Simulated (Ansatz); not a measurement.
InP, 2 atoms in the cell. It takes space group F-43m (No. 216, cubic). The conventional cell has a = 5.861 Å, b = 5.861 Å, c = 5.861 Å, α = 90.00°, β = 90.00°, γ = 90.00°. In (site symmetry -43m) has 4 P at 2.54 Å as nearest neighbours. P (site symmetry -43m) has 4 In at 2.54 Å as nearest neighbours. 

* Program: Ansatz 0.2.0
* Task: single point
* Functional: r2SCANh
* Potentials or basis: Ansatz PAW
* Cutoff: 500 eV (not typed: the program's choice for these potentials)
* k mesh: 5 × 5 × 5
* Occupations: cold, width 0.025 eV
* Spin: spin-orbit coupling, no magnetisation

Potentials or basis: Ansatz PAW.

Command:

```bash
$ ansatz run input.yaml --threads 1 --pin off --max-ram 2560MiB --backend cpu --events-out ev --progress --plain --runs-dir out
```

Hardware: 1 thread of Intel(R) Xeon(R) 6975P-C (Granite Rapids), on a shared host.

Question: How long does it take, and how much memory?

Answer: It took 2.4 min on 1 thread of Intel(R) Xeon(R) 6975P-C (Granite Rapids), on a shared host, peak memory 1.8 GiB. Counts: scf iterations 12, plane waves 1243, k points 10, bands 26.
